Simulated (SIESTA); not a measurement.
Crystal: GaP.

```
Ga P
1.0
     0.00000    2.72525    2.72525
     2.72525    0.00000    2.72525
     2.72525    2.72525    0.00000
Ga P
1 1
Direct
  0.00000 0.00000 0.00000
  0.75000 0.75000 0.75000
```

Program: SIESTA 5.4.2. Alike in all runs: task band structure; no spin polarisation; cell as given; k mesh 8 × 8 × 8; smearing fermi-dirac 0.05 eV; grid cutoff 800 Ry; energy shift 0.002 Ry.

Question: Order these runs on this cell by their pressure, lowest first.
A. level PBEsol; potentials or basis PseudoDojo 0.4 standard (PBEsol files), DZP (energy shift 0.002 Ry; radii capped at 9.5 bohr)
B. level RPBE; potentials or basis PseudoDojo 0.4 standard (PBE files), DZP (energy shift 0.002 Ry; radii capped at 9.5 bohr)
C. level PBE; potentials or basis PseudoDojo 0.4 standard (PBE files), TZP (energy shift 0.002 Ry; radii capped at 9.5 bohr)

Answer: A (0.7 GPa), C (3.2 GPa), B (5.7 GPa).

Caveats: semicore shells carry a single zeta, which can move pressures by several GPa and volumes by a few percent; the basis of atomic orbitals isn't converged, which shifts pressures, moduli and gaps; the potentials were made for another functional, which shifts forces and pressure (some runs).
